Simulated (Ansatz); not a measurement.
Bulk crystal (Ti) after relaxation:

```xyz
1
Lattice="0.0000 2.0552 2.0552 2.0552 0.0000 2.0552 2.0552 2.0552 0.0000" Properties=species:S:1:pos:R:3 pbc="T T T"
Ti    0.0000    0.0000    0.0000
```

Miller indices refer to the conventional cell of Fm-3m (No. 225), a = 4.110 Å, b = 4.110 Å, c = 4.110 Å, α = 90.00°, β = 90.00°, γ = 90.00°.

The (100) slab of 6 planes, 10.3 Å thick with 15 Å of vacuum as cut; outer planes Ti (top) and Ti (bottom).

The calculation used Ansatz, DFT r2SCAN, scalar-relativistic, plane waves, PAW. Plane waves to 500 eV, a k mesh through Γ of 12×12×1 on the computed 6-atom cell and Gaussian smearing (0.10 eV); no spin polarisation. The cell repeats along c with a dipole correction in the vacuum.

With the atoms at the bulk's places:

```
Surface energy (mean of both faces) : 1.92 J/m²
Work function                       : 3.99 eV
```

Q: What changes when all atoms relax within this surface cell and its symmetry?

A: The energy falls by 0.138 J/m² a face, and the largest move is 0.13 Å.

```
Surface energy (mean of both faces) : 1.79 J/m²
Work function                       : 4.00 eV
```

```json
{"plane (bottom to top)": "1", "atoms": "Ti", "spacing to next, bulk (Å)": "2.055", "relaxed (Å)": "1.870", "change (%)": "-9.0"}
{"plane (bottom to top)": "2", "atoms": "Ti", "spacing to next, bulk (Å)": "2.055", "relaxed (Å)": "2.113", "change (%)": "+2.8"}
{"plane (bottom to top)": "3", "atoms": "Ti", "spacing to next, bulk (Å)": "2.055", "relaxed (Å)": "2.059", "change (%)": "+0.2"}
{"plane (bottom to top)": "4", "atoms": "Ti", "spacing to next, bulk (Å)": "2.055", "relaxed (Å)": "2.113", "change (%)": "+2.8"}
{"plane (bottom to top)": "5", "atoms": "Ti", "spacing to next, bulk (Å)": "2.055", "relaxed (Å)": "1.870", "change (%)": "-9.0"}
{"plane (bottom to top)": "6", "atoms": "Ti", "spacing to next, bulk (Å)": "", "relaxed (Å)": "", "change (%)": ""}
```

In some of the runs charge leaks into the vacuum, so their work functions can be off.

The reference crystal is the fcc form of Ti, which isn't its usual structure.